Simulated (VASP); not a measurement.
# Si4C (Im-3m) in VASP: notebook

One crystal, Si4C, is run at these levels: PBE; tasks: single point, relaxation of cell and atoms.

Program: VASP 6.6.1. These are calculated values, not measurements. Logs are shortened: lines on timing, memory, paths and dates and some standing lists are left out, and cuts for length are marked.

**1. The crystal as given**

The structure is cubic, space group Im-3m (No. 229). Conventional cell: a = 5.156 Å, b = 5.156 Å, c = 5.156 Å, α = 90.00°, β = 90.00°, γ = 90.00°. Si (site symmetry -3m) has 2 C at 2.23 Å as nearest neighbours. C (site symmetry m-3m) has 8 Si at 2.23 Å as nearest neighbours.

The cell was built by a generator and needn't be a form met in nature.

**2. Single point, PBE**

INCAR

```
SYSTEM = Si4C
  PREC = Accurate
  ENCUT = 520
  EDIFF = 1E-6
  ISMEAR = 0
  SIGMA = 0.1
  LREAL = .False.
  LASPH = .True.
  NELM = 100
  ALGO = Fast
  ISIF = 2
  LWAVE = .False.
  LCHARG = .False.
  GGA = PE
  NBANDS = 18
```

KPOINTS

```
Automatic mesh
0
Gamma
  10 10 10
  0 0 0
```

POSCAR

```
Si4C
1.0
   -2.5779072686      2.5779072686      2.5779072686
    2.5779072686     -2.5779072686      2.5779072686
    2.5779072686      2.5779072686     -2.5779072686
Si C
4 1
Direct
    0.5000000000      0.5000000000      0.5000000000
    0.5000000000      0.0000000000      0.0000000000
    0.0000000000      0.0000000000      0.5000000000
    0.0000000000      0.5000000000      0.0000000000
    0.0000000000      0.0000000000      0.0000000000
```

Potentials or basis: VASP PAW PBE potentials, release 64 (Si, C).

Started as:

```console
$ cat potpaw_PBE.64/Si/POTCAR potpaw_PBE.64/C/POTCAR > POTCAR
$ mpirun -np 1 vasp_std > vasp.out
```

OUTCAR:

```text
SYSTEM = Si4C
   PREC = Accurate
   ENCUT = 520
   EDIFF = 1E-6
   ISMEAR = 0
   LREAL = .False.
   LASPH = .True.
   NELM = 100
   ISIF = 2
   GGA = PE

 ion  position               nearest neighbor table
   1  0.500  0.500  0.500-   5 2.23   5 2.23   4 2.58   2 2.58   2 2.58   4 2.58   3 2.58   3 2.58

   2  0.500  0.000  0.000-   5 2.23   5 2.23   4 2.58   1 2.58   1 2.58   3 2.58   3 2.58   4 2.58

   3  0.000  0.000  0.500-   5 2.23   5 2.23   4 2.58   1 2.58   2 2.58   4 2.58   2 2.58   1 2.58

   4  0.000  0.500  0.000-   5 2.23   5 2.23   3 2.58   1 2.58   2 2.58   3 2.58   1 2.58   2 2.58

   5  0.000  0.000  0.000-   1 2.23   2 2.23   3 2.23   4 2.23   3 2.23   4 2.23   2 2.23   1 2.23

  LATTYP: Found a body centered cubic cell.
 ALAT       =     5.1558145372

  Lattice vectors:

 A1 = (  -2.5779072686,   2.5779072686,   2.5779072686)
 A2 = (   2.5779072686,  -2.5779072686,   2.5779072686)
 A3 = (   2.5779072686,   2.5779072686,  -2.5779072686)

Analysis of symmetry for initial positions (statically):
=====================================================================
 Subroutine PRICEL returns:
 Original cell was already a primitive cell.

 Routine SETGRP: Setting up the symmetry group for a
 body centered cubic supercell.

 Subroutine GETGRP returns: Found 48 space group operations
 (whereof 48 operations were pure point group operations)
 out of a pool of 48 trial point group operations.

The static configuration has the point symmetry O_h .

Analysis of symmetry for dynamics (positions and initial velocities):
=====================================================================
 Subroutine PRICEL returns:
 Original cell was already a primitive cell.

 Routine SETGRP: Setting up the symmetry group for a
 body centered cubic supercell.

 Subroutine GETGRP returns: Found 48 space group operations
 (whereof 48 operations were pure point group operations)
 out of a pool of 48 trial point group operations.

The dynamic configuration has the point symmetry O_h .

 Subroutine INISYM returns: Found 48 space group operations
 (whereof 48 operations are pure point group operations),
 and found     1 'primitive' translations

----------------------------------------------------------------------------------------

                                     Primitive cell

  volume of cell :      68.5270

  direct lattice vectors                    reciprocal lattice vectors
    -2.577907269  2.577907269  2.577907269     0.000000000  0.193955774  0.193955774
     2.577907269 -2.577907269  2.577907269     0.193955774  0.000000000  0.193955774
     2.577907269  2.577907269 -2.577907269     0.193955774  0.193955774  0.000000000

  length of vectors
     4.465066366  4.465066366  4.465066366     0.274294886  0.274294886  0.274294886

  position of ions in fractional coordinates (direct lattice)
     0.500000000  0.500000000  0.500000000
     0.500000000  0.000000000  0.000000000
     0.000000000  0.000000000  0.500000000
     0.000000000  0.500000000  0.000000000
     0.000000000  0.000000000  0.000000000

  ion indices of the primitive-cell ions
   primitive index   ion index
                 1           1
                 2           2
                 3           3
                 4           4
                 5           5

----------------------------------------------------------------------------------------

 KPOINTS: Automatic mesh

Automatic generation of k-mesh.
 Grid dimensions read from file:
 generate k-points for:   10   10   10

 Generating k-lattice:

  Cartesian coordinates                     Fractional coordinates (reciprocal lattice)
     0.000000000  0.019395577  0.019395577     0.100000000  0.000000000  0.000000000
     0.019395577  0.000000000  0.019395577     0.000000000  0.100000000  0.000000000
     0.019395577  0.019395577  0.000000000     0.000000000  0.000000000  0.100000000

  Length of vectors
     0.027429489  0.027429489  0.027429489

  Shift w.r.t. Gamma in fractional coordinates (k-lattice)
     0.000000000  0.000000000  0.000000000

 Subroutine IBZKPT returns following result:
 ===========================================

 Found     47 irreducible k-points:

 Following reciprocal coordinates:
            Coordinates               Weight
  0.000000  0.000000  0.000000      1.000000
  0.100000  0.000000  0.000000     12.000000
  0.200000  0.000000  0.000000     12.000000
  0.300000  0.000000  0.000000     12.000000
  0.400000  0.000000  0.000000     12.000000
  0.500000  0.000000  0.000000      6.000000
[... 16 lines left out ...]
  0.300000  0.300000  0.100000      8.000000
 -0.300000  0.300000  0.100000     24.000000
 [... further k-points ...]
   k-points           NKPTS =     47   k-points in BZ     NKDIM =     47   number of bands    NBANDS=     18
   number of dos      NEDOS =    301   number of ions     NIONS =      5
   total plane-waves  NPLWV =  46656
   dimension x,y,z NGX =    36 NGY =   36 NGZ =   36
   dimension x,y,z NGXF=    72 NGYF=   72 NGZF=   72
   ions per type =               4   1
   NGX,Y,Z   is equivalent  to a cutoff of  13.40, 13.40, 13.40 a.u.
   NGXF,Y,Z  is equivalent  to a cutoff of  26.81, 26.81, 26.81 a.u.
 SYSTEM =  Si4C
   PREC   = accura    normal or accurate (medium, high low for compatibility)
   ISTART =      0    job   : 0-new  1-cont  2-samecut
   ICHARG =      2    charge: 1-file 2-atom 10-const
   ISPIN  =      1    spin polarized calculation?
   LNONCOLLINEAR =      F non collinear calculations
   LSORBIT =      F    spin-orbit coupling
   LASPH  =      T    aspherical Exc in radial PAW
   ENCUT  =  520.0 eV  38.22 Ry    6.18 a.u.   8.30  8.30  8.30*2*pi/ulx,y,z
   NELM   =    100;   NELMIN=  2; NELMDL= -5     # of ELM steps
   EDIFF  = 0.1E-05   stopping-criterion for ELM
   LREAL  =      F    real-space projection
   EDIFFG = 0.1E-04   stopping-criterion for IOM
   NSW    =      0    number of steps for IOM
   IBRION =     -1    ionic relax: 0-MD 1-quasi-New 2-CG
   NFREE  =      0    steps in history (QN), initial steepest desc. (CG)
   ISIF   =      2    stress and relaxation
   ISYM   =      2    0-nonsym 1-usesym 2-fastsym
   POTIM  = 0.5000    time-step for ionic-motion
   TEBEG  =    0.0;   TEEND  =   0.0 temperature during run
   PSTRESS=    0.0 pullay stress
   NELECT =      20.0000    total number of electrons
   NUPDOWN=      -1.0000    fix difference up-down
   EMIN   =  10.00;   EMAX   =-10.00  energy-range for DOS
   EFERMI =   0.00;   METHOD = LEGACY
   ISMEAR =     0;   SIGMA  =   0.10  broadening in eV -4-tet -1-fermi 0-gaus
   EFERMI_NEDOS =   21; number of points for ismear=-14 and -15
   IALGO  =     68    algorithm
   IMIX   =      4    mixing-type and parameters
     AMIX     =   0.40;   BMIX     =  1.00
     AMIX_MAG =   1.60;   BMIX_MAG =  1.00
  volume/ion in A,a.u.               =      13.71        92.49
  Fermi-wavevector in a.u.,A,eV,Ry     =   1.085919  2.052090 16.044271  1.179221
  Thomas-Fermi vector in A             =   2.222044
   LORBIT       =      0    0 simple, 1 ext, 2 COOP (PROOUT), +10 PAW based schemes
   GGA     = PE    functional components
   LHFCALC =     F    Hartree Fock is set to
   AEXX    =    0.0000 exact exchange contribution
   IVDW    =     0    specifies the selected vdW correction
   LEPSILON=     F    determine dielectric tensor
   LRPA    =     F    only Hartree local field effects (RPA)
 non-spin polarized calculation
 RMM-DIIS sequential band-by-band and
 Gauss-broadening in eV      SIGMA  =   0.10
  energy-cutoff  :      520.00
  volume of cell :       68.53
 maximum number of plane-waves:      1878
 NGX is ok and might be reduce to    36
   NGX = 17   NGY = 17   NGZ = 17

 number of electron      20.0000000 magnetization

 Free energy of the ion-electron system (eV)
  ---------------------------------------------------
  ext. energy  EPLUGINS =         0.00000000
  ---------------------------------------------------
  free energy    TOTEN  =       -26.08714103 eV

  energy without entropy =      -26.07881357  energy(sigma->0) =      -26.08297730

 E-fermi :   8.9751     XC(G=0): -10.9851

 val. band max:        8.9740914576   @ k =   0.3000   0.1000   0.1000
 cond. band min:       9.0031222625   @ k =   0.4000   0.0000   0.0000
 fundamental gap:      0.0290308049
 Fermi energy:         8.9751082620

 k-point     1 :       0.0000    0.0000    0.0000
  band No.  band energies     occupation
      1      -6.4119      2.00000
      2       1.8094      2.00000
      3       2.3552      2.00000
      4       2.3552      2.00000
      5       2.3552      2.00000
      6       4.6586      2.00000
[... 10 lines left out ...]
     17      15.5294      0.00000
     18      15.5294      0.00000

 k-point     2 :       0.1000    0.0000    0.0000
  band No.  band energies     occupation
      1      -6.3278      2.00000
      2       1.0091      2.00000
      3       2.0692      2.00000
      4       2.3559      2.00000
      5       2.8190      2.00000
      6       4.1826      2.00000
[... 10 lines left out ...]
     17      15.7854      0.00000
     18      16.1949      0.00000

 k-point     3 :       0.2000    0.0000    0.0000
  band No.  band energies     occupation
      1      -6.0833      2.00000
      2      -0.0834      2.00000
      3       1.5624      2.00000
      4       2.3510      2.00000
      5       2.7239      2.00000
      6       3.5393      2.00000
[... 10 lines left out ...]
     17      15.6936      0.00000
     18      16.9127      0.00000

 k-point     4 :       0.3000    0.0000    0.0000
  band No.  band energies     occupation
      1      -5.7100      2.00000
      2      -1.1367      2.00000
      3       1.1306      2.00000
      4       2.3313      2.00000
      5       2.3353      2.00000
      6       3.0468      2.00000
[... 10 lines left out ...]
     17      14.6486      0.00000
     18      17.0909      0.00000

 k-point     5 :       0.4000    0.0000    0.0000
  band No.  band energies     occupation
      1      -5.3003      2.00000
      2      -1.9823      2.00000
      3       0.8560      2.00000
      4       2.0519      2.00000
      5       2.3052      2.00000
      6       2.7450      2.00000
[... 10 lines left out ...]
     17      15.6304      0.00000
     18      16.3706      0.00000

 k-point     6 :       0.5000    0.0000    0.0000
  band No.  band energies     occupation
      1      -5.0923      2.00000
      2      -2.3401      2.00000
      3       0.7625      2.00000
      4       1.9534      2.00000
      5       2.2930      2.00000
      6       2.6437      2.00000
[... 307 lines left out ...]
 k-point    21 :       0.3000    0.2000    0.1000
  band No.  band energies     occupation
      1      -4.9781      2.00000
      2      -1.8257      2.00000
      3      -0.7414      2.00000
      4       0.3794      2.00000
      5       3.7984      2.00000
      6       5.0492      2.00000
[... 10 lines left out ...]
     17      13.9982      0.00000
     18      14.5226      0.00000

 k-point    22 :      -0.2000    0.2000    0.1000
  band No.  band energies     occupation
      1      -6.0019      2.00000
      2      -0.0971      2.00000
      3       1.2242      2.00000
      4       1.4646      2.00000
      5       3.7081      2.00000
      6       4.0555      2.00000
[... 10 lines left out ...]
     17      15.8001      0.00000
     18      16.4573      0.00000

 k-point    23 :       0.3000    0.3000    0.1000
  band No.  band energies     occupation
      1      -4.8876      2.00000
      2      -1.4360      2.00000
      3      -1.4360      2.00000
      4       0.2416      2.00000
      5       3.9273      2.00000
      6       6.0933      2.00000
[... 10 lines left out ...]
     17      13.9520      0.00000
     18      13.9521      0.00000

 k-point    24 :      -0.3000    0.3000    0.1000
  band No.  band energies     occupation
      1      -5.6327      2.00000
      2      -1.0874      2.00000
      3       0.7780      2.00000
      4       1.3197      2.00000
      5       3.4287      2.00000
      6       3.5870      2.00000
[... 10 lines left out ...]
     17      14.7978      0.00000
     18      16.6284      0.00000

 [... further k-points ...]

------------------------ aborting loop because EDIFF is reached ----------------------------------------

  FORCE on cell =-STRESS in cart. coord.  units (eV):
  Direction    XX          YY          ZZ          XY          YZ          ZX
  --------------------------------------------------------------------------------------
  -------------------------------------------------------------------------------------
  Total       -0.0130495     -0.0130495     -0.0130495      0.0000000     -0.0000000     -0.0000000
  in kB       -0.3051014     -0.3051014     -0.3051014      0.0000000     -0.0000000     -0.0000000
  external PRESSURE =      -0.3051014 kB  Pullay stress =       0.0000000 kB

 VOLUME and BASIS-vectors are now :
 -----------------------------------------------------------------------------
  energy-cutoff  :      520.00
  volume of cell :       68.53
      direct lattice vectors                 reciprocal lattice vectors
    -2.577907269  2.577907269  2.577907269     0.000000000  0.193955774  0.193955774
     2.577907269 -2.577907269  2.577907269     0.193955774  0.000000000  0.193955774
     2.577907269  2.577907269 -2.577907269     0.193955774  0.193955774  0.000000000

 POSITION                                       TOTAL-FORCE (eV/Angst)
 -----------------------------------------------------------------------------------
      1.28895      1.28895      1.28895        -0.000000     -0.000000      0.000000
     -1.28895      1.28895      1.28895        -0.000000     -0.000000     -0.000000
      1.28895      1.28895     -1.28895         0.000000     -0.000000      0.000000
      1.28895     -1.28895      1.28895         0.000000      0.000000     -0.000000
      0.00000      0.00000      0.00000         0.000000      0.000000      0.000000
 -----------------------------------------------------------------------------------
    total drift:                                0.000000     -0.000000     -0.000000

  FREE ENERGIE OF THE ION-ELECTRON SYSTEM (eV)
  ---------------------------------------------------
  free  energy   TOTEN  =       -26.0871410254 eV

  energy  without entropy=      -26.0788135692  energy(sigma->0) =      -26.08297730
```

It took 38 s on 1 thread of AMD EPYC 9R45 (Zen 5), shared host; peak memory 0.19 GiB.

What came out:

| Property | Result |
| --- | --- |
| Free energy | -26.0871 eV |
| Pressure | 0.0 GPa |
| Band gap on the k mesh | none (metal or under the smearing width) |

(Continued in part 2 of 2.)
